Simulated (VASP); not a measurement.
# TiPbO4 (I4_1/a) in VASP: single point with PBE

Aim: the single point of TiPbO4 with PBE.

Program: VASP 6.6.1. These are calculated values, not measurements. Logs are shortened: lines on timing, memory, paths and dates and some standing lists are left out, and cuts for length are marked.

**1. The structure**

The structure is tetragonal, space group I4_1/a (No. 88). Conventional cell: a = 5.425 Å, b = 5.425 Å, c = 11.927 Å, α = 90.00°, β = 90.00°, γ = 90.00°. Around Pb (site symmetry -4) lie 8 O at 2.59 to 2.63 Å. Ti (site symmetry -4) has 4 O at 1.76 Å as nearest neighbours. O (site symmetry 1) is surrounded by 1 Ti at 1.76 Å.

The cell was built by a generator and needn't be a form met in nature.

**2. Single point, PBE**

File INCAR:

```
PREC     = Accurate       # precision mode
ENCUT    = 520            # plane-wave cutoff, eV
EDIFF    = 1E-6           # SCF threshold, eV
ISMEAR   = -1             # smearing method
SIGMA    = 0.1            # smearing width, eV
LREAL    = False          # projectors in reciprocal space
LASPH    = True           # aspherical terms in the spheres
NELM     = 100            # most SCF steps
ALGO     = Fast           # electronic algorithm
ISIF     = 2              # what is computed and relaxed
LWAVE    = False          # write WAVECAR
LCHARG   = True           # write CHGCAR
GGA      = PE             # functional
LELF     = True           # ELF
LVHAR    = True         
NELECT   = 102.0        
NBANDS   = 62             # bands
```

File KPOINTS:

```
Automatic mesh
0
Gamma
  6 6 6
```

File POSCAR:

```
TiPbO4
1.0
    0.0000000000      5.4253994800      0.0000000000
    5.4253994800      0.0000000000      0.0000000000
    2.7126992400      2.7126992400     -5.9635171400
Pb Ti O
2 2 8
Direct
    0.8750000000      0.6250000000      0.7500000000
    0.1250000000      0.3750000000      0.2500000000
    0.3750000000      0.1250000000      0.7500000000
    0.6250000000      0.8750000000      0.2500000000
    0.1534300000      0.2743500000      0.9134800000
    0.7743500000      0.9330900000      0.4134800000
    0.4330900000      0.8121700000      0.9134800000
    0.3121700000      0.6534300000      0.4134800000
    0.8465700000      0.7256500000      0.0865200000
    0.2256500000      0.0669100000      0.5865200000
    0.5669100000      0.1878300000      0.0865200000
    0.6878300000      0.3465700000      0.5865200000
```

Potentials or basis: VASP PAW PBE potentials, release 64 (Pb_d, Ti_sv, O).

The run is started by

```bash
$ cat potpaw_PBE.64/Pb_d/POTCAR potpaw_PBE.64/Ti_sv/POTCAR potpaw_PBE.64/O/POTCAR > POTCAR
$ mpirun -np 1 vasp_std > vasp.out
```

OUTCAR:

```text
PREC = Accurate
   ENCUT = 520
   EDIFF = 1E-6
   ISMEAR = -1
   LREAL = False
   LASPH = True
   NELM = 100
   ISIF = 2
   GGA = PE
   NELECT = 102.0

 ion  position               nearest neighbor table
   1  0.875  0.625  0.750-   9 2.59   6 2.59   8 2.59  11 2.59  12 2.63   5 2.63   7 2.63  10 2.63
                             2 4.03   2 4.03   2 4.03   2 4.03
   2  0.125  0.375  0.250-   5 2.59  10 2.59  12 2.59   7 2.59   8 2.63   9 2.63  11 2.63   6 2.63
                             1 4.03   1 4.03   1 4.03   1 4.03
   3  0.375  0.125  0.750-  10 1.76   5 1.76   7 1.76  12 1.76
   4  0.625  0.875  0.250-   6 1.76   9 1.76  11 1.76   8 1.76
   5  0.153  0.274  0.913-   3 1.76   2 2.59   1 2.63
   6  0.774  0.933  0.413-   4 1.76   1 2.59   2 2.63
   7  0.433  0.812  0.913-   3 1.76   2 2.59   1 2.63
   8  0.312  0.653  0.413-   4 1.76   1 2.59   2 2.63
   9  0.847  0.726  0.087-   4 1.76   1 2.59   2 2.63
  10  0.226  0.067  0.587-   3 1.76   2 2.59   1 2.63
  11  0.567  0.188  0.087-   4 1.76   1 2.59   2 2.63
  12  0.688  0.347  0.587-   3 1.76   2 2.59   1 2.63

  LATTYP: Found a body centered tetragonal cell.
 ALAT       =     5.4253994800
 C/A-ratio  =     2.1983697835

  Lattice vectors:

 A1 = (  -2.7126992400,   2.7127002400,   5.9635171400)
 A2 = (   2.7127002400,  -2.7126992400,   5.9635171400)
 A3 = (   2.7126992400,   2.7126992400,  -5.9635171400)

Analysis of symmetry for initial positions (statically):
=====================================================================
 Subroutine PRICEL returns:
 Original cell was already a primitive cell.

 Routine SETGRP: Setting up the symmetry group for a
 body centered tetragonal supercell.

 Subroutine GETGRP returns: Found  8 space group operations
 (whereof  2 operations were pure point group operations)
 out of a pool of 16 trial point group operations.

The static configuration has the point symmetry S_2 .
 The point group associated with its full space group is C_4h.

Analysis of symmetry for dynamics (positions and initial velocities):
=====================================================================
 Subroutine PRICEL returns:
 Original cell was already a primitive cell.

 Routine SETGRP: Setting up the symmetry group for a
 body centered tetragonal supercell.

 Subroutine GETGRP returns: Found  8 space group operations
 (whereof  2 operations were pure point group operations)
 out of a pool of 16 trial point group operations.

The dynamic configuration has the point symmetry S_2 .
 The point group associated with its full space group is C_4h.

 Subroutine INISYM returns: Found  8 space group operations
 (whereof  2 operations are pure point group operations),
 and found     1 'primitive' translations

----------------------------------------------------------------------------------------

                                     Primitive cell

  volume of cell :     175.5359

  direct lattice vectors                    reciprocal lattice vectors
     0.000000000  5.425399480  0.000000000     0.000000000  0.184318225  0.083843124
     5.425399480  0.000000000  0.000000000     0.184318225  0.000000000  0.083843124
     2.712699240  2.712699240 -5.963517140     0.000000000  0.000000000 -0.167686279

  length of vectors
     5.425399480  5.425399480  7.090910450     0.202491672  0.202491672  0.167686279

  position of ions in fractional coordinates (direct lattice)
     0.875000000  0.625000000  0.750000000
     0.125000000  0.375000000  0.250000000
     0.375000000  0.125000000  0.750000000
     0.625000000  0.875000000  0.250000000
     0.153430000  0.274350000  0.913480000
     0.774350000  0.933090000  0.413480000
     0.433090000  0.812170000  0.913480000
     0.312170000  0.653430000  0.413480000
     0.846570000  0.725650000  0.086520000
     0.225650000  0.066910000  0.586520000
     0.566910000  0.187830000  0.086520000
     0.687830000  0.346570000  0.586520000

  ion indices of the primitive-cell ions
   primitive index   ion index
                 1           1
                 2           2
                 3           3
                 4           4
                 5           5
                 6           6
                 7           7
                 8           8
                 9           9
                10          10
                11          11
                12          12

----------------------------------------------------------------------------------------

 KPOINTS: Automatic mesh

Automatic generation of k-mesh.
 Grid dimensions read from file:
 generate k-points for:    6    6    6

 Generating k-lattice:

  Cartesian coordinates                     Fractional coordinates (reciprocal lattice)
     0.000000000  0.030719704  0.013973854     0.166666667  0.000000000  0.000000000
     0.030719704  0.000000000  0.013973854     0.000000000  0.166666667  0.000000000
     0.000000000  0.000000000 -0.027947713     0.000000000  0.000000000  0.166666667

  Length of vectors
     0.033748612  0.033748612  0.027947713

  Shift w.r.t. Gamma in fractional coordinates (k-lattice)
     0.000000000  0.000000000  0.000000000

 Subroutine IBZKPT returns following result:
 ===========================================

 Found     36 irreducible k-points:

 Following reciprocal coordinates:
            Coordinates               Weight
  0.000000  0.000000  0.000000      1.000000
  0.166667  0.000000  0.000000      8.000000
  0.333333  0.000000  0.000000      8.000000
  0.500000  0.000000  0.000000      4.000000
  0.166667  0.166667  0.000000      8.000000
  0.333333  0.166667  0.000000      8.000000
[... 16 lines left out ...]
  0.333333  0.333333  0.166667      8.000000
  0.500000  0.333333  0.166667      8.000000
 [... further k-points ...]
   k-points           NKPTS =     36   k-points in BZ     NKDIM =     36   number of bands    NBANDS=     62
   number of dos      NEDOS =    301   number of ions     NIONS =     12
   total plane-waves  NPLWV =  86400
   dimension x,y,z NGX =    40 NGY =   40 NGZ =   54
   dimension x,y,z NGXF=    80 NGYF=   80 NGZF=  108
   ions per type =               2   2   8
   NGX,Y,Z   is equivalent  to a cutoff of  12.26, 12.26, 12.66 a.u.
   NGXF,Y,Z  is equivalent  to a cutoff of  24.51, 24.51, 25.32 a.u.
 SYSTEM =  unknown system
   PREC   = accura    normal or accurate (medium, high low for compatibility)
   ISTART =      0    job   : 0-new  1-cont  2-samecut
   ICHARG =      2    charge: 1-file 2-atom 10-const
   ISPIN  =      1    spin polarized calculation?
   LNONCOLLINEAR =      F non collinear calculations
   LSORBIT =      F    spin-orbit coupling
   LASPH  =      T    aspherical Exc in radial PAW
   ENCUT  =  520.0 eV  38.22 Ry    6.18 a.u.  10.09 10.09 13.18*2*pi/ulx,y,z
   NELM   =    100;   NELMIN=  2; NELMDL= -5     # of ELM steps
   EDIFF  = 0.1E-05   stopping-criterion for ELM
   LREAL  =      F    real-space projection
   EDIFFG = 0.1E-04   stopping-criterion for IOM
   NSW    =      0    number of steps for IOM
   IBRION =     -1    ionic relax: 0-MD 1-quasi-New 2-CG
   NFREE  =      0    steps in history (QN), initial steepest desc. (CG)
   ISIF   =      2    stress and relaxation
   ISYM   =      2    0-nonsym 1-usesym 2-fastsym
   POTIM  = 0.5000    time-step for ionic-motion
   TEBEG  =    0.0;   TEEND  =   0.0 temperature during run
   PSTRESS=    0.0 pullay stress
   NELECT =     102.0000    total number of electrons
   NUPDOWN=      -1.0000    fix difference up-down
   EMIN   =  10.00;   EMAX   =-10.00  energy-range for DOS
   EFERMI =   0.00;   METHOD = LEGACY
   ISMEAR =    -1;   SIGMA  =   0.10  broadening in eV -4-tet -1-fermi 0-gaus
   EFERMI_NEDOS =   21; number of points for ismear=-14 and -15
   IALGO  =     68    algorithm
   IMIX   =      4    mixing-type and parameters
     AMIX     =   0.40;   BMIX     =  1.00
     AMIX_MAG =   1.60;   BMIX_MAG =  1.00
  volume/ion in A,a.u.               =      14.63        98.71
  Fermi-wavevector in a.u.,A,eV,Ry     =   1.366112  2.581577 25.392029  1.866262
  Thomas-Fermi vector in A             =   2.492281
   LORBIT       =      0    0 simple, 1 ext, 2 COOP (PROOUT), +10 PAW based schemes
   GGA     = PE    functional components
   LHFCALC =     F    Hartree Fock is set to
   AEXX    =    0.0000 exact exchange contribution
   IVDW    =     0    specifies the selected vdW correction
   LEPSILON=     F    determine dielectric tensor
   LRPA    =     F    only Hartree local field effects (RPA)
 non-spin polarized calculation
 RMM-DIIS sequential band-by-band and
  energy-cutoff  :      520.00
  volume of cell :      175.54
 maximum number of plane-waves:      4752
   NGX = 21   NGY = 21   NGZ = 27

 number of electron     101.9999972 magnetization

 Free energy of the ion-electron system (eV)
  ---------------------------------------------------
  ext. energy  EPLUGINS =         0.00000000
  ---------------------------------------------------
  free energy    TOTEN  =       -75.61683745 eV

  energy without entropy =      -75.41524724  energy(sigma->0) =      -75.51604234

 E-fermi :   2.9986     XC(G=0): -10.2437

 val. band max:        2.9962958917   @ k =   0.5000   0.3333   0.0000
 cond. band min:       3.0090525722   @ k =   0.1667   0.1667   0.0000
 fundamental gap:      0.0127566804
 Fermi energy:         2.9985553683

 k-point     1 :       0.0000    0.0000    0.0000
  band No.  band energies     occupation
      1     -52.0041      2.00000
      2     -52.0029      2.00000
      3     -28.5129      2.00000
      4     -28.5129      2.00000
      5     -28.5092      2.00000
      6     -28.5092      2.00000
[... 54 lines left out ...]
     61       9.0694      0.00000
     62       9.9595      0.00000

 k-point     2 :       0.1667    0.0000    0.0000
  band No.  band energies     occupation
      1     -52.0040      2.00000
      2     -52.0030      2.00000
      3     -28.5135      2.00000
      4     -28.5133      2.00000
      5     -28.5107      2.00000
      6     -28.5085      2.00000
[... 54 lines left out ...]
     61       9.2510      0.00000
     62       9.5589      0.00000

 k-point     3 :       0.3333    0.0000    0.0000
  band No.  band energies     occupation
      1     -52.0039      2.00000
      2     -52.0031      2.00000
      3     -28.5145      2.00000
      4     -28.5142      2.00000
      5     -28.5117      2.00000
      6     -28.5076      2.00000
[... 1354 lines left out ...]
     61       9.4430      0.00000
     62       9.6228      0.00000

 k-point    24 :       0.5000    0.3333    0.1667
  band No.  band energies     occupation
      1     -52.0036      2.00000
      2     -52.0034      2.00000
      3     -28.5151      2.00000
      4     -28.5133      2.00000
      5     -28.5128      2.00000
      6     -28.5098      2.00000
[... 54 lines left out ...]
     61       9.5196      0.00000
     62       9.6842      0.00000

 [... further k-points ...]
[... 5 lines left out ...]
  --------------------------------------------------------------------------------------
  -------------------------------------------------------------------------------------
  Total       22.8918009     22.8918009     21.4790149      0.0000002      0.0000018      0.0000018
  in kB      208.9414612    208.9414612    196.0464701      0.0000022      0.0000164      0.0000164
  external PRESSURE =     204.6431308 kB  Pullay stress =       0.0000000 kB

 VOLUME and BASIS-vectors are now :
 -----------------------------------------------------------------------------
  energy-cutoff  :      520.00
  volume of cell :      175.54
      direct lattice vectors                 reciprocal lattice vectors
     0.000000000  5.425399480  0.000000000     0.000000000  0.184318225  0.083843124
     5.425399480  0.000000000  0.000000000     0.184318225  0.000000000  0.083843124
     2.712699240  2.712699240 -5.963517140     0.000000000  0.000000000 -0.167686279

 POSITION                                       TOTAL-FORCE (eV/Angst)
 -----------------------------------------------------------------------------------
      5.42540      6.78175     -4.47264         0.000000     -0.000000      0.000000
      2.71270      1.35635     -1.49088         0.000000     -0.000000     -0.000000
      2.71270      4.06905     -4.47264         0.000000     -0.000000      0.000000
      5.42540      4.06905     -1.49088         0.000000     -0.000000     -0.000000
      3.96645      3.31042     -5.44755         2.197111     -1.151632     -1.252202
      6.18403      5.32280     -2.46580         1.151632      2.197111     -1.252202
      6.88434      4.82768     -5.44755        -2.197111      1.151632     -1.252202
      4.66677      2.81529     -2.46580        -1.151632     -2.197111     -1.252202
      4.17164      4.82768     -0.51596        -2.197111      1.151632      1.252202
      1.95407      2.81529     -3.49772        -1.151632     -2.197111      1.252202
      1.25376      3.31042     -0.51596         2.197111     -1.151632      1.252202
      3.47133      5.32280     -3.49772         1.151632      2.197111      1.252202
 -----------------------------------------------------------------------------------
    total drift:                               -0.000000      0.000000     -0.000000

  FREE ENERGIE OF THE ION-ELECTRON SYSTEM (eV)
  ---------------------------------------------------
  free  energy   TOTEN  =       -75.6168374494 eV

  energy  without entropy=      -75.4152472355  energy(sigma->0) =      -75.51604234
```

Run time: 9.2 min. Hardware: 1 thread of Intel Xeon 6975P-C (Granite Rapids), shared host; peak memory 0.49 GiB.

Results:

```yaml
Free_energy: -75.6168 eV
Largest_force: 2.779 eV/Å
Band_gap_on_the_k_mesh: none (metal or under the smearing width)
```

Forces in eV/Å, atoms in the order of the input:
```
Pb   0.000  0.000  0.000
Pb   0.000  0.000  0.000
Ti   0.000  0.000  0.000
Ti   0.000  0.000  0.000
O    2.197 -1.152 -1.252
O    1.152  2.197 -1.252
O   -2.197  1.152 -1.252
O   -1.152 -2.197 -1.252
O   -2.197  1.152  1.252
O   -1.152 -2.197  1.252
O    2.197 -1.152  1.252
O    1.152  2.197  1.252
```

Caveat: the cell carries a net charge on a neutralising background, which shifts energy and pressure; the cell is charged against a uniform background, so pressure and absolute levels hang on convention; semilocal functionals often make such compounds metallic where correlation or magnetic order opens a gap, which also shifts bond lengths; forces of over 1 eV/Å show positions far from the minimum, so gaps and moduli don't describe the material at rest. Spin-orbit coupling is left out, which matters for the levels of Pb.
